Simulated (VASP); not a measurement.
## SiC in VASP 6.6.1, relaxation

INCAR

```
IBRION = 2
ISIF = 3
EDIFF = 1E-8
NBANDS = 11
LASPH = .TRUE.
LWAVE = .FALSE.
LREAL = .FALSE.
SIGMA = 0.02
EDIFFG = -5E-3
ALGO = Normal
ENCUT = 600
NSW = 40
METAGGA = R2SCAN
LCHARG = .FALSE.
PREC = Accurate
NELM = 120
ISMEAR = -1
```

KPOINTS

```
KPOINTS created by Atomic Simulation Environment
0
Gamma
8 8 8
0 0 0
```

POSCAR

```
Si C
 1.0000000000000000
     2.6443621003327489    0.0000000000000000   -0.0000000000000000
     0.0000000000000000    2.6443621003327489    0.0000000000000000
     0.0000000000000000    0.0000000000000000    2.6443621003327489
 Si  C
   1   1
Cartesian
  0.0000000000000000  0.0000000000000000  0.0000000000000000
  1.3221810501663744  1.3221810501663744  1.3221810501663744
```

The recommended PBE PAW datasets give the neutral cell 8 valence electrons.

Command

```
mpirun -np 1 vasp_std
```

OSZICAR

```
N       E                     dE             d eps       ncg     rms          rms(c)
DAV:   1     0.136323144766E+01    0.13632E+01   -0.43533E+03   786   0.716E+02
DAV:   2    -0.161871071501E+02   -0.17550E+02   -0.17076E+02  1009   0.113E+02
DAV:   3    -0.166772021693E+02   -0.49010E+00   -0.48767E+00   968   0.145E+01
DAV:   4    -0.166782844937E+02   -0.10823E-02   -0.10822E-02   862   0.806E-01
DAV:   5    -0.166782865984E+02   -0.21047E-05   -0.21057E-05   925   0.364E-02    0.549E+00
DAV:   6    -0.146313241436E+02    0.20470E+01   -0.19930E+00   832   0.612E+00    0.302E+00
DAV:   7    -0.146391523370E+02   -0.78282E-02   -0.36425E-02   918   0.149E+00    0.163E+00
DAV:   8    -0.146388455369E+02    0.30680E-03   -0.59339E-03   851   0.592E-01    0.118E-01
DAV:   9    -0.146389097955E+02   -0.64259E-04   -0.13568E-04  1000   0.871E-02    0.411E-02
DAV:  10    -0.146389474373E+02   -0.37642E-04   -0.50210E-05   848   0.580E-02    0.769E-03
...
       N       E                     dE             d eps       ncg     rms          rms(c)
DAV:   1    -0.146464696471E+02   -0.18575E-02   -0.36043E-02   788   0.129E+00    0.238E-01
DAV:   2    -0.146465210136E+02   -0.51366E-04   -0.17044E-03   895   0.253E-01    0.116E-01
DAV:   3    -0.146464846939E+02    0.36320E-04   -0.65976E-05   814   0.666E-02    0.549E-02
DAV:   4    -0.146464692943E+02    0.15400E-04   -0.18386E-05   818   0.362E-02    0.151E-02
DAV:   5    -0.146464691178E+02    0.17647E-06   -0.35538E-07   926   0.460E-03    0.989E-03
DAV:   6    -0.146464687986E+02    0.31928E-06   -0.14777E-07   797   0.365E-03    0.305E-04
DAV:   7    -0.146464688283E+02   -0.29694E-07   -0.48035E-09   406   0.389E-04    0.980E-05
DAV:   8    -0.146464688358E+02   -0.75162E-08   -0.22547E-10   397   0.138E-04
   3 F= -.14646469E+02 E0= -.14645865E+02  d E =-.752246E-02
```

From OUTCAR

```
k-points           NKPTS =     35   k-points in BZ     NKDIM =     35   number of bands    NBANDS=     11

   NELECT =       8.0000    total number of electrons

   dimension x,y,z NGX =    24 NGY =   24 NGZ =   24
   dimension x,y,z NGXF=    48 NGYF=   48 NGZF=   48

  energy-cutoff  :      600.00
  volume of cell :       18.00
      direct lattice vectors                 reciprocal lattice vectors
     2.620647495  0.000000000  0.000000000     0.381585086  0.000000000 -0.000000000
    -0.000000000  2.620647495  0.000000000     0.000000000  0.381585086 -0.000000000
     0.000000000  0.000000000  2.620647495    -0.000000000 -0.000000000  0.381585086

 k-points in reciprocal lattice and weights: KPOINTS created by Atomic Simulation Env
   0.00000000  0.00000000  0.00000000       0.002
   0.12500000  0.00000000  0.00000000       0.012
   0.25000000  0.00000000  0.00000000       0.012
   0.37500000  0.00000000  0.00000000       0.012
   0.50000000  0.00000000  0.00000000       0.006
   0.12500000  0.12500000  0.00000000       0.023
   0.25000000  0.12500000  0.00000000       0.047
   0.37500000  0.12500000  0.00000000       0.047
   ...

 E-fermi :  11.5677

 k-point     1 :       0.0000    0.0000    0.0000
  band No.  band energies     occupation
      1      -7.3445      2.00000
      2      10.3216      2.00000
      3      10.3216      2.00000
      4      10.3216      2.00000
      5      13.5427      0.00000
      6      16.7091      0.00000
      7      16.7091      0.00000
      8      25.6296      0.00000
      9      25.6296      0.00000
     10      25.6296      0.00000
     11      33.0525      0.00000

 k-point     2 :       0.1250    0.0000    0.0000
  band No.  band energies     occupation
      1      -7.0221      2.00000
      2       7.8092      2.00000
      3      10.5542      2.00000
      4      10.5542      2.00000
      5      14.3085      0.00000
      6      17.0314      0.00000
      7      18.6970      0.00000
      8      24.7652      0.00000
      9      24.7652      0.00000
     10      25.4544      0.00000
     11      32.6358      0.00000

 k-point     3 :       0.2500    0.0000    0.0000
  band No.  band energies     occupation
      1      -6.0636      2.00000
      2       4.1683      2.00000
      3      11.1992      2.00000
      4      11.1992      2.00000
      5      15.1601      0.00000
      6      17.9681      0.00000
      7      20.5912      0.00000
      8      22.7239      0.00000
      9      22.7239      0.00000
     10      26.8338      0.00000
     11      30.5662      0.00000

 k-point     4 :       0.3750    0.0000    0.0000
  band No.  band energies     occupation
      1      -4.5165      2.00000
      2       0.8905      2.00000
      3      12.0323      0.00000
      4      12.0323      0.00000
      5      16.2336      0.00000
      6      19.3473      0.00000
      7      19.7816      0.00000
      8      20.6922      0.00000
      9      20.6922      0.00000
     10      27.0789      0.00000
     11      30.8828      0.00000

 k-point     5 :       0.5000    0.0000    0.0000
  band No.  band energies     occupation
      1      -3.0290      2.00000
      2      -1.1854      2.00000
      3      12.4767      0.00000
      4      12.4767      0.00000
      5      17.0507      0.00000
      6      18.8672      0.00000
      7      19.8004      0.00000
      8      19.8004      0.00000
      9      20.2758      0.00000
     10      25.4459      0.00000
     11      32.6806      0.00000

 ...

  Total        0.0015355      0.0015355      0.0015355      0.0000000      0.0000000      0.0000000
  in kB        0.1366937      0.1366937      0.1366937      0.0000000      0.0000000      0.0000000
  external PRESSURE =       0.1366937 kB  Pullay stress =       0.0000000 kB

 POSITION                                       TOTAL-FORCE (eV/Angst)
 -----------------------------------------------------------------------------------
      0.00000      0.00000      0.00000        -0.000000     -0.000000      0.000000
      1.31032      1.31032      1.31032         0.000000      0.000000      0.000000
 -----------------------------------------------------------------------------------
    total drift:                                0.000000     -0.000000     -0.000000

  FREE ENERGIE OF THE ION-ELECTRON SYSTEM (eV)
  ---------------------------------------------------
  free  energy   TOTEN  =       -14.6464688358 eV

  energy  without entropy=      -14.6452609335  energy(sigma->0) =      -14.64586488
```

```json
{"ionic step": "1", "ΔE (meV/atom)": "0.0", "volume (Å³)": "18.49", "largest force (eV/Å)": "0.000", "pressure (GPa)": "-4.80", "electronic steps": "15"}
{"ionic step": "2", "ΔE (meV/atom)": "-2.8", "volume (Å³)": "17.76", "largest force (eV/Å)": "0.000", "pressure (GPa)": "2.51", "electronic steps": "10"}
{"ionic step": "3", "ΔE (meV/atom)": "-3.8", "volume (Å³)": "18.00", "largest force (eV/Å)": "0.000", "pressure (GPa)": "0.01", "electronic steps": "8"}
```

It converged. Results: relaxed cell vector lengths 2.621, 2.621, 2.621 Å; relaxed cell volume 18.00 Å³.

For comparison, a separate r²SCAN relaxation on usual settings, not on those above, ends at 18.00 Å³.

The run above took about 25 s on one core of a shared host (Intel Xeon 6975P-C) and held 0.14 GiB at most.
